Two harmless scans and their sum

In aluminium nitride, sliding neighbouring layers in opposite directions by a tenth of an ångström each costs a little under a tenth of an electronvolt per cell of four atoms. That is a few times the thermal energy at room temperature. The table maps this cost, calculated with the local density approximation, for two vibrations at once.

AlN is built of puckered Al–N double layers, stacked along the hexagonal axis and joined by upright Al–N bonds. In both vibrations neighbouring double layers slide in opposite directions and tilt the upright bonds. The two differ only in the horizontal direction of the slide, which is x for the first and y for the second, and they have the same wavenumber. The first amplitude u and the second amplitude v are the displacements of the Al atoms; the N atoms move about nine tenths as far.

Ansatz 0.2.0, DFT with the LDA functional and plane waves (PAW, cutoff 520 eV), for AlN (P6_3mc, 4-atom cell), with a 9×9×6 k mesh, Gaussian smearing of 0.05 eV and no spin polarisation. Two normal modes are frozen in, with the cell and all other modes fixed. Amplitudes are largest atomic displacements, and free energies are relative to the relaxed, undisplaced cell.

```
second amplitude (Å)  free energy change at first amplitude -0.086 angstrom (meV a cell)  free energy change at first amplitude -0.0516 angstrom (meV a cell)  free energy change at first amplitude -0.0172 angstrom (meV a cell)  free energy change at first amplitude 0.0344 angstrom (meV a cell)
            -0.08600                                                               121.5                                                                 81.1                                                                 60.8                                                                68.4
            -0.06880                                                               100.0                                                                 60.0                                                                 40.0                                                                47.5
            -0.05160                                                                83.0                                                                 43.4                                                                 23.6                                                                31.1
            -0.03440                                                                70.5                                                                 31.4                                                                 11.9                                                                19.2
            -0.01720                                                                62.7                                                                 24.1                                                                  4.8                                                                12.0
             0.00000                                                                59.5                                                                 21.4                                                                  2.4                                                                 9.5
             0.01720                                                                61.2                                                                 23.6                                                                  4.7                                                                11.8
             0.03440                                                                67.7                                                                 30.5                                                                 11.9                                                                18.9
             0.05160                                                                79.0                                                                 42.3                                                                 24.0                                                                30.9
             0.06880                                                                95.3                                                                 59.1                                                                 41.0                                                                47.8
             0.08600                                                               116.6                                                                 80.9                                                                 63.0                                                                69.7
```

Energies are counted from the undisplaced crystal, u = v = 0, which lies between the columns for −0.0172 and +0.0344 Å. These two columns therefore lie on opposite walls of one valley, and their lowest values are not a pair of minima.

Question

Each vibration is first scanned alone. With v = 0, the energy along u follows a parabola to within the rounding of the table and reaches 59.5 meV at the far end. With u = 0, the same calculation gives 58.3 meV at the negative end of v and 60.8 meV at the positive end. The energy with both modes displaced is then predicted by adding the two scans.

(a) Which end of v does the sum make the higher one at u = −0.086 Å, and is this right?
(b) How can the failure be recognised from the table alone, without the scan along v?
(c) Why does it arise, and how can the energy at u = −0.086 Å, v = +0.086 Å be worked out from the two scans?

Model answer

(a) Adding a constant can't change an order, so the sum keeps the positive end higher: 120.3 meV against 117.8 meV at the negative end. The calculation gives 116.6 meV at the positive end and 121.5 meV at the negative one. The error is only about 3 percent of the energy, but the order is reversed.

(b) Subtract one column from another. If the energies added, the cost of taking the first mode from −0.0172 to −0.086 Å would be the same in every row. It is 60.7 meV in the top row, 57.1 meV in the row v = 0 and 53.6 meV in the bottom row, and it falls at every step between. The first mode thus becomes softer as the second moves from negative to positive amplitude. The one column for positive u, at +0.0344 Å, is a mirror copy of the column for −0.0344 Å, which the table doesn't show. It adds a further amplitude, but no test of the sign of u.

(c) The cause is that sliding one way along y costs more than sliding the other way. The threefold symmetry of the layers ties this imbalance to a coupling of the two modes. Picture a small ball in a plane, held by three equal, relaxed springs that run to the corners of a triangle with equal sides. For tiny displacements it is equally stiff in all directions. For larger ones, a move towards a corner costs a little more than a move away from it. Towards the corner, the two other springs stretch by slightly more than half the distance, because they also swing sideways; away from it, they shorten by slightly less than half.

The sliding layers have the same symmetry, so their energy must have the same form. A turn by 120° must leave it unchanged, and so must the mirror operation that reverses u. Up to third order only two terms pass this test:

E = A (u² + v²) + C (v³ − 3u²v)

The springs illustrate the form alone. They don't tell the size or the sign of C in AlN, where the moving objects are whole layers.

The last term, −3Cu²v, is the one that the sum of scans leaves out. It vanishes whenever either amplitude is zero, so neither scan contains it. Read as a stiffness, it changes the coefficient of u² from A to A − 3Cv, which is the softening found in (b). The scan along u is blind to the cubic terms altogether, since both vanish at v = 0. Its perfect parabola shows that one line across the valley is harmonic, not that the valley is.

The energy at this corner of the map can now be worked out from the scans. At u = −0.086 Å and v = +0.086 Å the two squares are equal, so the quadratic part is twice the end value of the first scan:

A (u² + v²) = 2 × 59.5 meV = 119.0 meV

The ends of the second scan differ by 2Cv³, which is 60.8 − 58.3 = 2.5 meV. With u² = v², the cubic part at the corner is C (v³ − 3v³) = −2Cv³, the same amount with the opposite sign:

E = 119.0 meV − 2.5 meV = 116.5 meV

The calculated value is 116.6 meV, and it was not used to find the constants.

Remarks on the reasoning

The sum of scans fails in an instructive way: at large u it is worse than having no cubic term at all. At the corner the true cubic part is made of +1 unit from v³ and −3 units from the mixed term, where one unit is Cv³, or about 1.3 meV. The purely harmonic form leaves out both and misses by 2 units. The sum keeps the +1 and drops the −3, so it misses by 3. Part of an anharmonic correction can be worse than none.

A test at small u would hardly have uncovered this. At u = −0.0172 Å the sum of scans is within about 0.2 meV of the calculation, while the harmonic form misses by up to 1.1 meV. There the mixed term is small, because it grows with the square of u. The miss is largest where both amplitudes are large, and comparing the two signs of v at large u also reveals the reversed order.

The same formula tells where the order of the two ends turns over. Their difference is 2Cv (v² − 3u²), which changes sign when u is v divided by √3, or about 0.05 Å at the ends of the table. The column for −0.0516 Å lies just beyond this point, and its ends are nearly level, at 81.1 and 80.9 meV. A reader who compared only these two ends might conclude that the second mode is symmetric, although two cubic terms are merely cancelling there. The rows further in give the asymmetry away, with 43.4 meV at v = −0.0516 Å against 42.3 meV at v = +0.0516 Å.

The model takes A from one point of the first scan and C from the two ends of the second. It then reproduces the columns for −0.0516 and −0.086 Å to about 0.1 meV. The printed output shows this row by row for −0.086 Å and as a largest miss for −0.0516 Å. This agreement doesn't test the threefold symmetry, which is built into the crystal. It shows that terms beyond the third order hardly matter up to these amplitudes.

The harmonic picture remains sound for what it is meant to give. The constant A and the atomic masses lead to a wavenumber of about 240 cm⁻¹, the same as the separate analysis of small vibrations. The failure begins when this stiffness at rest is carried over to a crystal that is already displaced. From one end of v to the other, the coefficient of u² falls by about 12 percent of its central value, much more than the few percent by which the energies are off.

All other motions of the atoms and the cell were held fixed, so a crystal free to relax would have lower energies away from rest. The energies at the edge of the table are therefore upper bounds. For a scan along u alone, the second mode is one of the motions held fixed, and the formula gives its share: with u held at −0.086 Å, it would settle about 0.003 Å from zero and gain less than 0.1 meV. The relief from motions outside the map can't be read from these data and may be larger.

To judge a neighbouring case, ask whether a single symmetry operation of the crystal turns both displacement patterns into their reverse at once. In AlN, a half-turn about the hexagonal axis with a shift by half a cell reverses every horizontal arrow and exchanges the double layers. Here neighbouring layers carry opposite arrows, so the pattern comes back unchanged. The turns by 120° and the mirrors don't reverse both patterns either, so nothing forces +v and −v to cost the same. If instead all Al atoms slide one way and all N atoms the other, the same operation does reverse the pattern. The cubic terms are then forbidden, and a failure of the sum can start only at the fourth order.

Printed output of the fit:

```
First amplitude -0.086 angstrom, energies in meV:
      row  second mode alone  added scans  added less computed  harmonic less computed  cubic model less computed  first-mode coefficient eV/A2
   -0.086               58.3        117.8               -3.704                    -2.5                      0.007                         8.549
  -0.0688              37.46        96.96               -3.037                   -2.42                   -0.05339                         8.451
  -0.0516              21.16        80.66               -2.338                   -2.08                   -0.09446                         8.366
  -0.0344              9.445        68.94               -1.555                   -1.48                   -0.05602                         8.253
  -0.0172              2.371        61.87               -0.829                   -0.82                   -0.07793                         8.155
      0.0                  0         59.5                    0                       0                          0                         8.042
   0.0172              2.392        61.89                0.692                    0.68                   -0.06207                         7.958
   0.0344              9.609        69.11                1.409                    1.32                     -0.104                         7.859
   0.0516              21.71        81.21                2.212                    1.92                   -0.06554                         7.746
   0.0688              38.76        98.26                2.959                    2.28                   -0.08661                         7.648
    0.086               60.8        120.3                3.703                     2.4                     -0.107                         7.549
Quadratic coefficient from the first mode alone, eV/A2: 8.045
Parabola less computed at first amplitude 0.0516 and second 0, meV: 0.02
Wavenumber from the quadratic coefficient and the masses, 1/cm: 239.6
Cubic coefficient from the second mode alone, eV/A3: 1.971
Positive end less negative end, first amplitude 0, meV: 2.507
Positive end less negative end, first amplitude 0.0172, meV: 2.2
Positive end less negative end, first amplitude 0.0344, meV: 1.3
Positive end less negative end, first amplitude 0.0516, meV: -0.2
Positive end less negative end, first amplitude 0.086, meV: -4.9
Same difference predicted by the cubic model at 0.0172, meV: 2.206
Same difference predicted by the cubic model at 0.0344, meV: 1.304
Same difference predicted by the cubic model at 0.0516, meV: -0.2006
Same difference predicted by the cubic model at 0.086, meV: -5.014
Largest miss of the harmonic form at first amplitude 0.086, meV: 2.5
Largest miss of the harmonic form at first amplitude 0.086, percent: 2.506
Largest miss of the added scans at first amplitude 0.086, meV: 3.704
Largest miss of the cubic model at first amplitude 0.086, meV: 0.107
Largest miss of the cubic model at first amplitude 0.0516, meV: 0.08028
Largest miss of the harmonic form at first amplitude 0.0172, meV: 1.12
Largest miss of the added scans at first amplitude 0.0172, meV: 0.203
Fall of the first-mode coefficient from negative to positive end, percent of central value: 12.43
Same fall predicted by the cubic model, percent: 12.64
Shift of the second-mode minimum at first amplitude 0.086 in the cubic model, angstrom: 0.002718
Energy gained by that shift in the cubic model, meV: 0.05942
```
